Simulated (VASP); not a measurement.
# Fe (Fmmm) in VASP: a series of runs

Runs on Fe. Level: PBEsol. Tasks: single point.

All numbers are computed with VASP 6.6.1; they aren't measurements. Logs are shortened: lines on timing, memory, paths and dates and some standing lists are left out, and cuts for length are marked.

## Step 1: Starting point

Symmetry: Fmmm, No. 69, orthorhombic system. Conventional cell: a = 2.997 Å, b = 3.883 Å, c = 3.930 Å, α = 90.00°, β = 90.00°, γ = 90.00°. Fe (site symmetry mmm) is surrounded by 12 Fe at 2.45 to 2.76 Å.

## Step 2: Single point, PBEsol, collinear spin, ferromagnetic start

INCAR reads:

```
SYSTEM = Fe
ADDGRID = .False.
ALGO = Normal
EDIFF = 1E-6
ENCUT = 450
GGA = PS
ISIF = 2
ISMEAR = -1
ISPIN = 2
LASPH = .True.
LCHARG = .False.
LMAXMIX = 4
LORBIT = 11
LREAL = .False.
LWAVE = .False.
MAGMOM = 3
NELM = 100
PREC = Accurate
SIGMA = 0.2
```

KPOINTS reads:

```
k-points
0
Gamma
  12 12 12
  0 0 0
```

POSCAR reads:

```
Fe
1.0
    0.0000000000      1.9417396906      1.9651051623
    1.4984397099      0.0000000000      1.9651051623
    1.4984397099      1.9417396906      0.0000000000
Fe
1
Direct
    0.0000000000      0.0000000000      0.0000000000
```

Potentials or basis: VASP PAW PBE potentials, release 64 (Fe).

The run is started by

```
$ cat potpaw_PBE.64/Fe/POTCAR > POTCAR
$ mpirun -np 1 vasp_std > vasp.out
```

OUTCAR:

```text
SYSTEM = Fe
   EDIFF = 1E-6
   ENCUT = 450
   GGA = PS
   ISIF = 2
   ISMEAR = -1
   ISPIN = 2
   LASPH = .True.
   LORBIT = 11
   LREAL = .False.
   NELM = 100
   PREC = Accurate

 Found    280 irreducible k-points:

 Following reciprocal coordinates:
            Coordinates               Weight
  0.000000  0.000000  0.000000      1.000000
  0.083333 -0.000000 -0.000000      8.000000
  0.166667 -0.000000 -0.000000      8.000000
  0.250000 -0.000000 -0.000000      8.000000
  0.333333 -0.000000  0.000000      8.000000
  0.416667 -0.000000 -0.000000      8.000000
   k-points           NKPTS =    280   k-points in BZ     NKDIM =    280   number of bands    NBANDS=     10
   number of dos      NEDOS =    301   number of ions     NIONS =      1
   total plane-waves  NPLWV =   6480
   dimension x,y,z NGX =    20 NGY =   18 NGZ =   18
   dimension x,y,z NGXF=    40 NGYF=   36 NGZF=   36
   ions per type =               1
   NGX,Y,Z   is equivalent  to a cutoff of  12.04, 12.11, 12.20 a.u.
   NGXF,Y,Z  is equivalent  to a cutoff of  24.07, 24.22, 24.40 a.u.
 SYSTEM =  Fe
   PREC   = accura    normal or accurate (medium, high low for compatibility)
   ISTART =      0    job   : 0-new  1-cont  2-samecut
   ICHARG =      2    charge: 1-file 2-atom 10-const
   ISPIN  =      2    spin polarized calculation?
   LNONCOLLINEAR =      F non collinear calculations
   LSORBIT =      F    spin-orbit coupling
   LASPH  =      T    aspherical Exc in radial PAW
   ENCUT  =  450.0 eV  33.07 Ry    5.75 a.u.   4.78  4.27  4.24*2*pi/ulx,y,z
   NELM   =    100;   NELMIN=  2; NELMDL= -5     # of ELM steps
   EDIFF  = 0.1E-05   stopping-criterion for ELM
   LREAL  =      F    real-space projection
   EDIFFG = 0.1E-04   stopping-criterion for IOM
   NSW    =      0    number of steps for IOM
   IBRION =     -1    ionic relax: 0-MD 1-quasi-New 2-CG
   NFREE  =      0    steps in history (QN), initial steepest desc. (CG)
   ISIF   =      2    stress and relaxation
   ISYM   =      2    0-nonsym 1-usesym 2-fastsym
   POTIM  = 0.5000    time-step for ionic-motion
   TEBEG  =    0.0;   TEEND  =   0.0 temperature during run
   PSTRESS=    0.0 pullay stress
   NELECT =       8.0000    total number of electrons
   NUPDOWN=      -1.0000    fix difference up-down
   EMIN   =  10.00;   EMAX   =-10.00  energy-range for DOS
   EFERMI =   0.00;   METHOD = LEGACY
   ISMEAR =    -1;   SIGMA  =   0.20  broadening in eV -4-tet -1-fermi 0-gaus
   EFERMI_NEDOS =   21; number of points for ismear=-14 and -15
   IALGO  =     38    algorithm
   IMIX   =      4    mixing-type and parameters
     AMIX     =   0.40;   BMIX     =  1.00
     AMIX_MAG =   1.60;   BMIX_MAG =  1.00
  volume/ion in A,a.u.               =      11.44        77.17
  Fermi-wavevector in a.u.,A,eV,Ry     =   1.453303  2.746344 28.736719  2.112089
  Thomas-Fermi vector in A             =   2.570585
   LORBIT       =     11    0 simple, 1 ext, 2 COOP (PROOUT), +10 PAW based schemes
   GGA     = PS    functional components
   LHFCALC =     F    Hartree Fock is set to
   AEXX    =    0.0000 exact exchange contribution
   IVDW    =     0    specifies the selected vdW correction
   LEPSILON=     F    determine dielectric tensor
   LRPA    =     F    only Hartree local field effects (RPA)
 spin polarized calculation
  energy-cutoff  :      450.00
  volume of cell :       11.44
 maximum number of plane-waves:       261
   NGX =  9   NGY =  9   NGZ =  9

 number of electron       7.9999998 magnetization       2.1764542

 Free energy of the ion-electron system (eV)
  ---------------------------------------------------
  ext. energy  EPLUGINS =         0.00000000
  ---------------------------------------------------
  free energy    TOTEN  =        -8.94697877 eV

  energy without entropy =       -8.80585967  energy(sigma->0) =       -8.87641922

 E-fermi :   5.6784     XC(G=0): -13.2410

 val. band max:        5.6740881290   @ k =  -0.4167   0.2500   0.2500
 cond. band min:       5.6822307638   @ k =  -0.2500   0.1667   0.1667
 fundamental gap:      0.0081426347
 Fermi energy:         5.6783754224

 spin component 1

 k-point     1 :       0.0000    0.0000    0.0000
  band No.  band energies     occupation
      1      -2.8848      1.00000
      2       3.1612      1.00000
      3       3.2549      0.99999
      4       3.5962      0.99997
      5       4.3303      0.99882
      6       4.7233      0.99164
      7      29.3801      0.00000
      8      30.8569      0.00000
      9      31.1192      0.00000
     10      35.0585      0.00000

 k-point     2 :       0.0833   -0.0000   -0.0000
  band No.  band energies     occupation
      1      -2.6064      1.00000
      2       3.1748      1.00000
      3       3.2631      0.99999
      4       3.6479      0.99996
      5       4.2879      0.99904
      6       4.6916      0.99285
      7      28.1888      0.00000
      8      29.9808      0.00000
      9      30.7720      0.00000
     10      34.1126      0.00000

 k-point     3 :       0.1667   -0.0000   -0.0000
  band No.  band energies     occupation
      1      -1.8120      1.00000
      2       3.1128      1.00000
      3       3.1695      1.00000
      4       3.9810      0.99979
      5       4.2215      0.99931
      6       4.6443      0.99435
      7      24.7317      0.00000
      8      28.6929      0.00000
      9      30.2636      0.00000
     10      33.0397      0.00000

 k-point     4 :       0.2500   -0.0000   -0.0000
  band No.  band energies     occupation
      1      -0.6736      1.00000
      2       2.8980      1.00000
      3       3.1089      1.00000
      4       4.2376      0.99926
      5       4.5616      0.99626
      6       4.6482      0.99424
      7      20.8475      0.00000
      8      27.0927      0.00000
      9      29.5885      0.00000
     10      30.8768      0.00000

 k-point     5 :       0.3333   -0.0000    0.0000
  band No.  band energies     occupation
      1       0.3178      1.00000
      2       2.6628      1.00000
      3       3.5361      0.99998
      4       4.3038      0.99897
      5       4.7304      0.99134
      6       5.2126      0.91123
      7      17.1511      0.00000
      8      25.6875      0.00000
      9      28.2465      0.00000
     10      29.9121      0.00000

 k-point     6 :       0.4167   -0.0000   -0.0000
  band No.  band energies     occupation
      1       0.6668      1.00000
      2       2.4927      1.00000
      3       4.2331      0.99927
      4       4.7760      0.98914
      5       4.9962      0.96804
      6       5.7312      0.43441
      7      14.0588      0.00000
      8      24.7610      0.00000
      9      27.0130      0.00000
     10      29.6294      0.00000

 [... further k-points ...]

 spin component 2

 k-point     1 :       0.0000    0.0000    0.0000
  band No.  band energies     occupation
      1      -2.6207      1.00000
      2       5.0101      0.96583
      3       5.1442      0.93528
      4       5.6279      0.56276
      5       6.8228      0.00326
      6       7.4218      0.00016
      7      29.2745      0.00000
      8      30.8033      0.00000
      9      31.0954      0.00000
     10      35.4916      0.00000

 k-point     2 :       0.0833   -0.0000   -0.0000
  band No.  band energies     occupation
      1      -2.3408      1.00000
      2       5.0203      0.96410
      3       5.1512      0.93315
      4       5.6738      0.50568
      5       6.7655      0.00434
      6       7.3821      0.00020
      7      28.3417      0.00000
      8      29.9934      0.00000
      9      30.8393      0.00000
     10      34.6739      0.00000

 k-point     3 :       0.1667   -0.0000   -0.0000
  band No.  band energies     occupation
      1      -1.5344      1.00000
      2       4.9496      0.97452
      3       5.0356      0.96134
      4       6.0056      0.16299
      5       6.6581      0.00740
      6       7.3168      0.00028
      7      25.2428      0.00000
      8      28.7874      0.00000
      9      30.5376      0.00000
     10      33.8011      0.00000

 k-point     4 :       0.2500   -0.0000   -0.0000
  band No.  band energies     occupation
      1      -0.3257      1.00000
      2       4.7430      0.99078
      3       4.8178      0.98665
      4       6.6309      0.00847
      5       6.6348      0.00831
      6       7.2981      0.00030
      7      21.5807      0.00000
      8      27.2442      0.00000
      9      30.1165      0.00000
     10      31.5091      0.00000

 k-point     5 :       0.3333   -0.0000    0.0000
  band No.  band energies     occupation
      1       0.9662      1.00000
      2       4.4771      0.99754
      3       4.8380      0.98525
      4       6.6861      0.00644
      5       7.3400      0.00025
      6       7.3613      0.00022
      7      18.0858      0.00000
      8      25.8334      0.00000
      9      28.9326      0.00000
     10      30.4380      0.00000

 k-point     6 :       0.4167   -0.0000   -0.0000
  band No.  band energies     occupation
      1       1.7715      1.00000
      2       4.2807      0.99908
      3       5.4687      0.74042
      4       6.7262      0.00528
      5       7.4353      0.00015
      6       7.9361      0.00001
      7      15.2484      0.00000
      8      24.8859      0.00000
      9      27.6429      0.00000
     10      30.2174      0.00000

 [... further k-points ...]

------------------------ aborting loop because EDIFF is reached ----------------------------------------

  FORCE on cell =-STRESS in cart. coord.  units (eV):
  Direction    XX          YY          ZZ          XY          YZ          ZX
  --------------------------------------------------------------------------------------
  -------------------------------------------------------------------------------------
  Total       -1.0422226     -0.4444642     -0.5924277     -0.0000000      0.0000000      0.0000000
  in kB     -146.0242602    -62.2732109    -83.0041643     -0.0000000      0.0000000      0.0000000
  external PRESSURE =     -97.1005451 kB  Pullay stress =       0.0000000 kB

 VOLUME and BASIS-vectors are now :
 -----------------------------------------------------------------------------
  energy-cutoff  :      450.00
  volume of cell :       11.44
      direct lattice vectors                 reciprocal lattice vectors
     0.000000000  1.941739691  1.965105162    -0.333680426  0.257501045  0.254439309
     1.498439710  0.000000000  1.965105162     0.333680426 -0.257501045  0.254439309
     1.498439710  1.941739691  0.000000000     0.333680426  0.257501045 -0.254439309

 POSITION                                       TOTAL-FORCE (eV/Angst)
 -----------------------------------------------------------------------------------
      0.00000      0.00000      0.00000         0.000000      0.000000      0.000000
 -----------------------------------------------------------------------------------
    total drift:                                0.000000      0.000000     -0.000000

  FREE ENERGIE OF THE ION-ELECTRON SYSTEM (eV)
  ---------------------------------------------------
  free  energy   TOTEN  =        -8.9469787715 eV

  energy  without entropy=       -8.8058596699  energy(sigma->0) =       -8.87641922

 total charge

# of ion       s       p       d       tot
------------------------------------------
    1        0.488   0.539   6.233   7.260

 magnetization (x)

# of ion       s       p       d       tot
------------------------------------------
    1       -0.013  -0.046   2.222   2.164
```

It took 44 s on 1 thread of Intel Xeon Platinum 8259CL at 2.50GHz (Skylake/Cascade Lake), shared host; peak memory 0.16 GiB.

These settings aren't checked as converged: the numbers below hold their error.

Results:

* Free energy: -8.9470 eV
* Pressure: -9.7 GPa
* Band gap on the k mesh: none (metal or under the smearing width)
* Net moment: 2.18 μB per cell
* Site moments: Fe +2.16 μB
* Valence electrons inside the program's atomic spheres: Fe 7.26

Caveat: the PAW data sets were made with another functional, which shifts forces and pressure a little.

(Part 1 of 2 ends here.)
